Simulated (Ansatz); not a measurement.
# A Ta vacancy in cubic perovskite KTaO3, 39 atoms, charge −5

A calculation with Ansatz 0.2.0 (PAW, plane waves); the settings stand in the input.

Input file:

```yaml
crystal:
  lattice:
    - [7.970878, 0.000000, 0.000000]
    - [0.000000, 7.970878, 0.000000]
    - [0.000000, 0.000000, 7.970878]
  atoms:
    - { symbol: K, position: [0.024615, 0.026211, 0.024289] }
    - { symbol: K, position: [0.023185, 0.024455, 0.477038] }
    - { symbol: K, position: [0.021021, 0.478050, 0.021600] }
    - { symbol: K, position: [0.021455, 0.478948, 0.478474] }
    - { symbol: K, position: [0.476179, 0.022950, 0.024449] }
    - { symbol: K, position: [0.478153, 0.021594, 0.477877] }
    - { symbol: K, position: [0.476134, 0.477135, 0.024274] }
    - { symbol: K, position: [0.476053, 0.477075, 0.476894] }
    - { symbol: Ta, position: [0.258169, 0.243717, 0.751180] }
    - { symbol: Ta, position: [0.241668, 0.751608, 0.243988] }
    - { symbol: Ta, position: [0.249523, 0.745575, 0.745744] }
    - { symbol: Ta, position: [0.749608, 0.243750, 0.244550] }
    - { symbol: Ta, position: [0.755613, 0.251830, 0.746069] }
    - { symbol: Ta, position: [0.744047, 0.745563, 0.251164] }
    - { symbol: Ta, position: [0.749496, 0.752152, 0.751482] }
    - { symbol: O, position: [0.243273, 0.256468, 0.984924] }
    - { symbol: O, position: [0.241702, 0.256229, 0.518981] }
    - { symbol: O, position: [0.246194, 0.752073, 0.994672] }
    - { symbol: O, position: [0.246869, 0.751221, 0.504373] }
    - { symbol: O, position: [0.749045, 0.247662, 0.994763] }
    - { symbol: O, position: [0.749897, 0.246868, 0.504441] }
    - { symbol: O, position: [0.749467, 0.748982, 0.997495] }
    - { symbol: O, position: [0.748374, 0.749560, 0.500514] }
    - { symbol: O, position: [0.982854, 0.257690, 0.255007] }
    - { symbol: O, position: [0.995911, 0.246361, 0.751759] }
    - { symbol: O, position: [0.993519, 0.751705, 0.248010] }
    - { symbol: O, position: [0.998225, 0.749633, 0.749045] }
    - { symbol: O, position: [0.516125, 0.254585, 0.255853] }
    - { symbol: O, position: [0.505840, 0.247532, 0.750722] }
    - { symbol: O, position: [0.503374, 0.751574, 0.246852] }
    - { symbol: O, position: [0.501266, 0.748872, 0.749747] }
    - { symbol: O, position: [0.256163, 0.985542, 0.256021] }
    - { symbol: O, position: [0.253566, 0.994696, 0.751537] }
    - { symbol: O, position: [0.255709, 0.519198, 0.255230] }
    - { symbol: O, position: [0.252822, 0.504459, 0.751162] }
    - { symbol: O, position: [0.750763, 0.994694, 0.247399] }
    - { symbol: O, position: [0.749843, 0.997366, 0.749781] }
    - { symbol: O, position: [0.748623, 0.504395, 0.247957] }
    - { symbol: O, position: [0.751105, 0.500368, 0.748987] }
  symmetry: { detect: false }
kpoints:
  mp_grid: { grid: [1, 1, 1], shift: [0.25, 0.25, 0.25] }
hamiltonian:
  xc: pbesol
total_charge: -5
scf:
  occupations: { method: fermi_dirac, width: 0.01 }
neb:
  images: 5
  f_tol: 0.06
  max_iterations: 90
  relax_end_points: true
  final_atoms:
    - { symbol: K, position: [0.024615, 0.026211, 0.024289] }
    - { symbol: K, position: [0.023185, 0.024455, 0.477038] }
    - { symbol: K, position: [0.021021, 0.478050, 0.021600] }
    - { symbol: K, position: [0.021455, 0.478948, 0.478474] }
    - { symbol: K, position: [0.476179, 0.022950, 0.024449] }
    - { symbol: K, position: [0.478153, 0.021594, 0.477877] }
    - { symbol: K, position: [0.476134, 0.477135, 0.024274] }
    - { symbol: K, position: [0.476053, 0.477075, 0.476894] }
    - { symbol: Ta, position: [0.258169, 0.243717, 0.751180] }
    - { symbol: Ta, position: [0.250000, 1.250000, 0.250000] }
    - { symbol: Ta, position: [0.249523, 0.745575, 0.745744] }
    - { symbol: Ta, position: [0.749608, 0.243750, 0.244550] }
    - { symbol: Ta, position: [0.755613, 0.251830, 0.746069] }
    - { symbol: Ta, position: [0.744047, 0.745563, 0.251164] }
    - { symbol: Ta, position: [0.749496, 0.752152, 0.751482] }
    - { symbol: O, position: [0.243273, 0.256468, 0.984924] }
    - { symbol: O, position: [0.241702, 0.256229, 0.518981] }
    - { symbol: O, position: [0.246194, 0.752073, 0.994672] }
    - { symbol: O, position: [0.246869, 0.751221, 0.504373] }
    - { symbol: O, position: [0.749045, 0.247662, 0.994763] }
    - { symbol: O, position: [0.749897, 0.246868, 0.504441] }
    - { symbol: O, position: [0.749467, 0.748982, 0.997495] }
    - { symbol: O, position: [0.748374, 0.749560, 0.500514] }
    - { symbol: O, position: [0.982854, 0.257690, 0.255007] }
    - { symbol: O, position: [0.995911, 0.246361, 0.751759] }
    - { symbol: O, position: [0.993519, 0.751705, 0.248010] }
    - { symbol: O, position: [0.998225, 0.749633, 0.749045] }
    - { symbol: O, position: [0.516125, 0.254585, 0.255853] }
    - { symbol: O, position: [0.505840, 0.247532, 0.750722] }
    - { symbol: O, position: [0.503374, 0.751574, 0.246852] }
    - { symbol: O, position: [0.501266, 0.748872, 0.749747] }
    - { symbol: O, position: [0.256163, 0.985542, 0.256021] }
    - { symbol: O, position: [0.253566, 0.994696, 0.751537] }
    - { symbol: O, position: [0.255709, 0.519198, 0.255230] }
    - { symbol: O, position: [0.252822, 0.504459, 0.751162] }
    - { symbol: O, position: [0.750763, 0.994694, 0.247399] }
    - { symbol: O, position: [0.749843, 0.997366, 0.749781] }
    - { symbol: O, position: [0.748623, 0.504395, 0.247957] }
    - { symbol: O, position: [0.751105, 0.500368, 0.748987] }
```

Started with:

```sh
ansatz run in.yaml --threads 8 --pin off --max-ram 118750MiB --runs-dir r --events-out ev --progress --plain --backend cuda --devices 0, --max-vram 170GiB
```

The output:

```
336", "-9.6123", "-9.5512", "-9.4152", "-9.2570", "-9.2404", "-9.1068", "-9.0923", "-8.9662", "-8.7011", "-8.6349", "-8.5936", "-8.4810", "-8.4449", "-8.4049", "-8.3723", "-8.3171", "-8.2848", "-7.5739", "-7.4290", "-7.4017", "-6.4948", "-6.3171", "-6.2560", "-3.4699", "-3.4474", "-3.3744", "-3.3420", "-3.3029", "-3.2848", "-3.2470", "-3.2292", "-3.2072", "-3.1985", "-3.1794", "-3.1605", "-3.1441", "-3.1329", "-3.1098", "-3.0874", "-3.0699", "-3.0438", "-3.0292", "-3.0200", "-2.9957", "-2.9596", "-2.9349", "-2.8274", "2.3132", "2.3981", "2.4402", "2.6321", "2.6814", "2.7780", "2.8195", "2.8626", "2.9303", "3.2806", "3.3068", "3.3495", "3.7502", "3.9858", "4.0204", "4.1882", "4.2136", "4.3202", "4.3843", "4.4341", "4.4975", "4.5894", "4.6827", "4.7534", "4.8955", "4.9235", "4.9795", "5.0142", "5.0473", "5.1598", "5.3066", "5.3140", "5.3822", "5.4276", "5.5214", "5.6160", "5.6929", "5.7494", "5.7872", "5.8801", "6.1083", "6.1435", "6.1547", "6.2046", "6.2222", "6.3405", "6.3711", "6.4115", "6.4305", "6.4396", "6.5054", "6.5325", "6.5549", "6.6948", "7.1424", "7.1738", "7.2338", "7.3507", "7.3930", "7.4078", "7.7217", "7.7389", "7.7817", "7.9309", "7.9948", "8.0359", "8.1125", "8.1424", "8.1828", "8.4477", "8.9017", "9.0821", "10.6802", "10.7671", "10.8812", "12.1726", "12.2740", "12.3052", "12.3304", "12.3854", "12.4275", "12.4634", "12.5030", "12.5206", "13.3956", "13.4844", "13.4997", "13.8714", "13.9417", "13.9971", "14.0754", "14.1346", "14.2911", "14.6014", "15.2782", "15.2892", "15.6552", "15.7196", "15.7754", "15.8037", "15.9207", "15.9537", "16.3553", "16.4212", "16.5118", "16.6902", "16.7648", "16.7971", "16.8631", "16.9519", "17.0198"]
End of that report.
Error: NEB band did not converge after 90 iterations, 2 of which met `neb.f_tol` and sent the band, or an image, back on the path (`neb.climbing`): max|band force component| = 8.27e-2 eV/Å (threshold 6.0e-2), which iteration 41 met ahead of a move of the climbing image (`neb.f_tol`); raise `neb.max_iterations` in a new run, which can start from the last band evaluated (`neb.initial_path`, with `cr
a run's events are kept only if it was started with --events-out <file>, and are in that file
```

No converged result was reached.
